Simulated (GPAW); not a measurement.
## HfC in GPAW: convergence with plane-wave cutoff (eV)

The system is HfC.

```
CELL_PARAMETERS angstrom
0.00000 2.32500 2.32500
2.32500 0.00000 2.32500
2.32500 2.32500 0.00000
ATOMIC_POSITIONS crystal
Hf 0.50000 0.50000 0.50000
C 0.00000 0.00000 0.00000
```

- Program: GPAW 26.7.0
- Task: convergence study
- Functional: r2SCAN
- Potentials or basis: GPAW PAW data sets (gpaw-data 1.2.1)
- Cutoff: 300 eV
- Basis: pw
- k mesh: 10 × 10 × 10
- Occupations: fermi-dirac, width 0.05 eV
- Spin: no spin polarisation

These are the settings of the first run; the series varies plane-wave cutoff (eV), with any setting tied to it.

Hardware: 1 thread of Intel(R) Xeon(R) 6975P-C (Granite Rapids) (shared host).

Question: The values tried are 300, 350, 400, 500, 600, 700, 800, 1000, 1200, loosest first. From which on does the pressure stay within 0.1 GPa of the tightest run that finished?

Answer: From 1000 on.

| plane-wave cutoff (eV) | energy less the tightest run, at zero smearing (meV/atom) | pressure (GPa) | SCF cycles | CPU time (s) | peak memory (GiB) |
| --- | --- | --- | --- | --- | --- |
| 300 | 326.40 | -14.58 | 10 | 10 | 0.25 |
| 350 | 127.96 | -7.09 | 10 | 11 | 0.25 |
| 400 | 47.76 | -2.95 | 10 | 13 | 0.26 |
| 500 | 13.65 | -0.36 | 10 | 23 | 0.27 |
| 600 | 11.11 | -0.08 | 10 | 19 | 0.28 |
| 700 | 9.23 | -0.18 | 10 | 36 | 0.28 |
| 800 | 6.13 | -0.23 | 10 | 40 | 0.3 |
| 1000 | 1.57 | -0.15 | 10 | 42 | 0.31 |
| 1200 | 0.00 | -0.07 | 10 | 77 | 0.34 |

Not settled before the last step: the energy (to 1 meV/atom). The tightest run that finished is the yardstick and may itself not be fully converged.

Caveat, for the tightest run too: the PAW data sets were made with another functional, which shifts forces and pressure a little. Spin-orbit coupling is left out, which matters for the levels of Hf.
